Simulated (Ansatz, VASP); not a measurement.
HgTe in VASP and in Ansatz

```
Hg Te
1.0
     0.00000    3.28998    3.28998
     3.28998    0.00000    3.28998
     3.28998    3.28998    0.00000
Hg Te
1 1
Direct
  0.00000 0.00000 0.00000
  0.25000 0.25000 0.25000
```

The cell is a database's computed one.

Alike in both runs: task single point; functional r2SCAN; k mesh 6 × 6 × 6; occupations gaussian, width 0.1 eV; no spin polarisation.

|  | VASP | Ansatz |
| --- | --- | --- |
| version | VASP 6.6.1 | Ansatz 0.2.0 |
| potentials or method | VASP PAW PBE potentials, release 64 (Hg, Te) | scalar-relativistic, plane waves, PAW |
| plane-wave cutoff (eV) | 520 | 500 |
| valence electrons in the cell | 18 | 36 |

```csv
,VASP,Ansatz,Ansatz less VASP
gap on the k mesh at the Fermi level (eV),none,none,-
pressure (GPa),0.0,-0.1,-0.06
```

A gap of «none» marks a metal or a gap that the smearing closes. With one functional, cell and mesh, what is left measures potentials, basis and numerics. The two sets of potentials don't hold the same shells in valence.

Caveats: the PAW data sets were made with another functional, which shifts forces and pressure a little (VASP). Spin-orbit coupling is left out, which matters for the levels of Hg, Te.
